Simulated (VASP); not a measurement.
# Na in VASP: a series of runs

One slab, Na, is run at these levels: PBE; tasks: single point.

Program: VASP 6.6.1. These are calculated values, not measurements. Logs are shortened: lines on timing, memory, paths and dates and some standing lists are left out, and cuts for length are marked.

## Step 1: The structure

The cell holds a slab with vacuum, 3 atoms: a = 3.767 Å, b = 3.767 Å, c = 21.154 Å, α = 90.00°, β = 90.00°, γ = 120.00°.

The slab is cut from a database's or a generator's crystal, which needn't be the stable form of the element.

## Step 2: Single point, PBE

The input, INCAR:

```
ALGO = Fast ; DIPOL = 0.5 0.5 0.500
EDIFF = 1E-7 ; ENCUT = 600
GGA = PE ; IDIPOL = 3
ISIF = 2 ; ISMEAR = -1
LASPH = True ; LCHARG = False
LDIPOL = True ; LREAL = False
LWAVE = False ; NBANDS = 8
NELM = 80 ; PREC = Accurate
SIGMA = 0.05
```

The input, KPOINTS:

```
k-points
0
Gamma
  8 8 1
```

The input, POSCAR:

```
Na
1.0
    3.7670009976      0.0000000000      0.0000000000
   -1.8835004988      3.2623185600      0.0000000000
    0.0000000000      0.0000000000     21.1540000000
Na
3
Direct
    0.3333333333      0.6666666666      0.3545428761
    0.6666666667      0.3333333334      0.5000000000
    0.3333333333      0.6666666666      0.6454571239
```

Potentials or basis: VASP PAW PBE potentials, release 64 (Na).

Started as:

```bash
cat potpaw_PBE.64/Na/POTCAR > POTCAR
mpirun -np 1 vasp_std > vasp.out
```

OUTCAR:

```text
EDIFF = 1E-7
   ENCUT = 600
   GGA = PE
   ISIF = 2
   ISMEAR = -1
   LASPH = True
   LREAL = False
   NELM = 80
   PREC = Accurate

 ion  position               nearest neighbor table
   1  0.333  0.667  0.355-   2 3.77   2 3.77   2 3.77
   2  0.667  0.333  0.500-   1 3.77   3 3.77   1 3.77   3 3.77   1 3.77   3 3.77
   3  0.333  0.667  0.645-   2 3.77   2 3.77   2 3.77

  LATTYP: Found a hexagonal cell.
 ALAT       =     3.7670009976
 C/A-ratio  =     5.6156077510

  Lattice vectors:

 A1 = (   3.7670009976,   0.0000000000,   0.0000000000)
 A2 = (  -1.8835004988,   3.2623185600,   0.0000000000)
 A3 = (   0.0000000000,   0.0000000000,  21.1540000000)

Analysis of symmetry for initial positions (statically):
=====================================================================
 Subroutine PRICEL returns:
 Original cell was already a primitive cell.

 Routine SETGRP: Setting up the symmetry group for a
 hexagonal supercell.

 Subroutine GETGRP returns: Found 12 space group operations
 (whereof 12 operations were pure point group operations)
 out of a pool of 24 trial point group operations.

The static configuration has the point symmetry D_3h.

Analysis of symmetry for dynamics (positions and initial velocities):
=====================================================================
 Subroutine PRICEL returns:
 Original cell was already a primitive cell.

 Routine SETGRP: Setting up the symmetry group for a
 hexagonal supercell.

 Subroutine GETGRP returns: Found 12 space group operations
 (whereof 12 operations were pure point group operations)
 out of a pool of 24 trial point group operations.

The dynamic configuration has the point symmetry D_3h.

 Subroutine INISYM returns: Found 12 space group operations
 (whereof 12 operations are pure point group operations),
 and found     1 'primitive' translations

----------------------------------------------------------------------------------------

                                     Primitive cell

  volume of cell :     259.9648

  direct lattice vectors                    reciprocal lattice vectors
     3.767000998  0.000000000  0.000000000     0.265463163  0.153265229  0.000000000
    -1.883500499  3.262318560  0.000000000     0.000000000  0.306530457  0.000000000
     0.000000000  0.000000000 21.154000000     0.000000000  0.000000000  0.047272383

  length of vectors
     3.767000998  3.767000998 21.154000000     0.306530457  0.306530457  0.047272383

  position of ions in fractional coordinates (direct lattice)
     0.333333333  0.666666667  0.354542876
     0.666666667  0.333333333  0.500000000
     0.333333333  0.666666667  0.645457124

  ion indices of the primitive-cell ions
   primitive index   ion index
                 1           1
                 2           2
                 3           3

----------------------------------------------------------------------------------------

 KPOINTS: k-points

Automatic generation of k-mesh.
 Grid dimensions read from file:
 generate k-points for:    8    8    1

 Generating k-lattice:

  Cartesian coordinates                     Fractional coordinates (reciprocal lattice)
     0.033182895  0.019158154  0.000000000     0.125000000  0.000000000  0.000000000
     0.000000000  0.038316307  0.000000000     0.000000000  0.125000000  0.000000000
     0.000000000  0.000000000  0.047272383     0.000000000  0.000000000  1.000000000

  Length of vectors
     0.038316307  0.038316307  0.047272383

  Shift w.r.t. Gamma in fractional coordinates (k-lattice)
     0.000000000  0.000000000  0.000000000

 Subroutine IBZKPT returns following result:
 ===========================================

 Found     10 irreducible k-points:

 Following reciprocal coordinates:
            Coordinates               Weight
  0.000000  0.000000  0.000000      1.000000
  0.125000  0.000000  0.000000      6.000000
  0.250000  0.000000  0.000000      6.000000
  0.375000  0.000000  0.000000      6.000000
  0.500000  0.000000  0.000000      3.000000
  0.125000  0.125000  0.000000      6.000000
  0.250000  0.125000  0.000000     12.000000
  0.375000  0.125000  0.000000     12.000000
  0.250000  0.250000  0.000000      6.000000
  0.375000  0.250000  0.000000      6.000000
   k-points           NKPTS =     10   k-points in BZ     NKDIM =     10   number of bands    NBANDS=      8
   number of dos      NEDOS =    301   number of ions     NIONS =      3
   total plane-waves  NPLWV = 162000
   dimension x,y,z NGX =    30 NGY =   30 NGZ =  180
   dimension x,y,z NGXF=    60 NGYF=   60 NGZF=  360
   ions per type =               3
   NGX,Y,Z   is equivalent  to a cutoff of  13.24, 13.24, 14.15 a.u.
   NGXF,Y,Z  is equivalent  to a cutoff of  26.48, 26.48, 28.29 a.u.
 SYSTEM =  unknown system
   PREC   = accura    normal or accurate (medium, high low for compatibility)
   ISTART =      0    job   : 0-new  1-cont  2-samecut
   ICHARG =      2    charge: 1-file 2-atom 10-const
   ISPIN  =      1    spin polarized calculation?
   LNONCOLLINEAR =      F non collinear calculations
   LSORBIT =      F    spin-orbit coupling
   LASPH  =      T    aspherical Exc in radial PAW
   ENCUT  =  600.0 eV  44.10 Ry    6.64 a.u.   7.52  7.52 42.25*2*pi/ulx,y,z
   NELM   =     80;   NELMIN=  2; NELMDL= -5     # of ELM steps
   EDIFF  = 0.1E-06   stopping-criterion for ELM
   LREAL  =      F    real-space projection
   EDIFFG = 0.1E-05   stopping-criterion for IOM
   NSW    =      0    number of steps for IOM
   IBRION =     -1    ionic relax: 0-MD 1-quasi-New 2-CG
   NFREE  =      0    steps in history (QN), initial steepest desc. (CG)
   ISIF   =      2    stress and relaxation
   ISYM   =      2    0-nonsym 1-usesym 2-fastsym
   POTIM  = 0.5000    time-step for ionic-motion
   TEBEG  =    0.0;   TEEND  =   0.0 temperature during run
   PSTRESS=    0.0 pullay stress
   NELECT =       3.0000    total number of electrons
   NUPDOWN=      -1.0000    fix difference up-down
   EMIN   =  10.00;   EMAX   =-10.00  energy-range for DOS
   EFERMI =   0.00;   METHOD = LEGACY
   ISMEAR =    -1;   SIGMA  =   0.05  broadening in eV -4-tet -1-fermi 0-gaus
   EFERMI_NEDOS =   21; number of points for ismear=-14 and -15
   IALGO  =     68    algorithm
   IMIX   =      4    mixing-type and parameters
     AMIX     =   0.40;   BMIX     =  1.00
     AMIX_MAG =   1.60;   BMIX_MAG =  1.00
  volume/ion in A,a.u.               =      86.65       584.78
  Fermi-wavevector in a.u.,A,eV,Ry     =   0.369951  0.699105  1.862140  0.136863
  Thomas-Fermi vector in A             =   1.296958
   LORBIT       =      0    0 simple, 1 ext, 2 COOP (PROOUT), +10 PAW based schemes
   GGA     = PE    functional components
   LHFCALC =     F    Hartree Fock is set to
   AEXX    =    0.0000 exact exchange contribution
   IVDW    =     0    specifies the selected vdW correction
   LEPSILON=     F    determine dielectric tensor
   LRPA    =     F    only Hartree local field effects (RPA)
 non-spin polarized calculation
 RMM-DIIS sequential band-by-band and
  energy-cutoff  :      600.00
  volume of cell :      259.96
 maximum number of plane-waves:      8729
   NGX = 15   NGY = 15   NGZ = 85

 dipolmoment           0.000000      0.000000      0.000000 electrons x Angstroem

 number of electron       3.0000000 magnetization

 dipolmoment           0.000000      0.000000     -0.000000 electrons x Angstroem

 Free energy of the ion-electron system (eV)
  ---------------------------------------------------
  ext. energy  EPLUGINS =         0.00000000
  ---------------------------------------------------
  free energy    TOTEN  =        -3.59272818 eV

  energy without entropy =       -3.56698551  energy(sigma->0) =       -3.57985684

 E-fermi :  -1.3995     XC(G=0):  -3.3942

 val. band max:       -1.4029870380   @ k =   0.3750   0.1250   0.0000
 cond. band min:      -1.2200411507   @ k =   0.2500   0.0000   0.0000
 fundamental gap:      0.1829458873
 Fermi energy:        -1.3995216147

 k-point     1 :       0.0000    0.0000    0.0000
  band No.  band energies     occupation
      1      -4.2762      2.00000
      2      -3.4456      2.00000
      3      -2.1021      2.00000
      4      -0.7064      0.00000
      5       0.6981      0.00000
      6       1.6525      0.00000
      7       1.7829      0.00000
      8       3.7533      0.00000

 k-point     2 :       0.1250    0.0000    0.0000
  band No.  band energies     occupation
      1      -4.0504      2.00000
      2      -3.2214      2.00000
      3      -1.8801      1.99987
      4      -0.4958      0.00000
      5       0.9166      0.00000
      6       1.8688      0.00000
      7       1.9989      0.00000
      8       3.9546      0.00000

 k-point     3 :       0.2500    0.0000    0.0000
  band No.  band energies     occupation
      1      -3.3776      2.00000
      2      -2.5534      2.00000
      3      -1.2200      0.05373
      4       0.1363      0.00000
      5       1.5582      0.00000
      6       2.5117      0.00000
      7       2.6222      0.00000
      8       3.5668      0.00000
[... 56 lines left out ...]
 k-point     9 :       0.2500    0.2500    0.0000
  band No.  band energies     occupation
      1      -1.6181      1.97505
      2      -0.8138      0.00002
      3       0.4552      0.00000
      4       1.6747      0.00000
      5       1.8227      0.00000
      6       1.9345      0.00000
      7       2.2892      0.00000
      8       3.0104      0.00000

 k-point    10 :       0.3750    0.2500    0.0000
  band No.  band energies     occupation
      1      -0.2068      0.00000
      2      -0.0535      0.00000
      3       0.4445      0.00000
      4       0.9056      0.00000
      5       1.3920      0.00000
      6       1.9244      0.00000
      7       2.4736      0.00000
      8       2.5739      0.00000

------------------------ aborting loop because EDIFF is reached ----------------------------------------

 vacuum level on the upper side and lower side of the slab       (xc-potential included)        -0.374        -0.374

  FORCE on cell =-STRESS in cart. coord.  units (eV):
  Direction    XX          YY          ZZ          XY          YZ          ZX
  --------------------------------------------------------------------------------------
  -------------------------------------------------------------------------------------
  Total       -0.1764122     -0.1764122     -0.2606111      0.0000000      0.0000000      0.0000000
  in kB       -1.0872379     -1.0872379     -1.6061604      0.0000000      0.0000000      0.0000000
  external PRESSURE =      -1.2602121 kB  Pullay stress =       0.0000000 kB

 VOLUME and BASIS-vectors are now :
 -----------------------------------------------------------------------------
  energy-cutoff  :      600.00
  volume of cell :      259.96
      direct lattice vectors                 reciprocal lattice vectors
     3.767000998  0.000000000  0.000000000     0.265463163  0.153265229  0.000000000
    -1.883500499  3.262318560  0.000000000     0.000000000  0.306530457  0.000000000
     0.000000000  0.000000000 21.154000000     0.000000000  0.000000000  0.047272383

 POSITION                                       TOTAL-FORCE (eV/Angst)
 -----------------------------------------------------------------------------------
     -0.00000      2.17488      7.50000        -0.000000      0.000000      0.041998
      1.88350      1.08744     10.57700         0.000000      0.000000      0.000000
     -0.00000      2.17488     13.65400        -0.000000     -0.000000     -0.041998
 -----------------------------------------------------------------------------------
    total drift:                               -0.000000      0.000000      0.000000

  FREE ENERGIE OF THE ION-ELECTRON SYSTEM (eV)
  ---------------------------------------------------
  free  energy   TOTEN  =        -3.5927281765 eV

  energy  without entropy=       -3.5669855107  energy(sigma->0) =       -3.57985684

 vacuum level on the upper side and lower side of the slab         1.279         1.279
```

Run time: 48 s. Hardware: 1 thread of Intel Xeon Platinum 8259CL at 2.50GHz (Skylake/Cascade Lake), shared host; peak memory 0.38 GiB.

What came out:

| Quantity | Value |
| --- | --- |
| Free energy | -3.5927 eV |
| Largest force | 0.042 eV/Å |
| Band gap on the k mesh | none (metal or under the smearing width) |

Forces in eV/Å, atoms in the order of the input:
```
Na   0.000  0.000  0.042
Na   0.000  0.000  0.000
Na   0.000  0.000 -0.042
```

(Continued in part 2 of 2.)
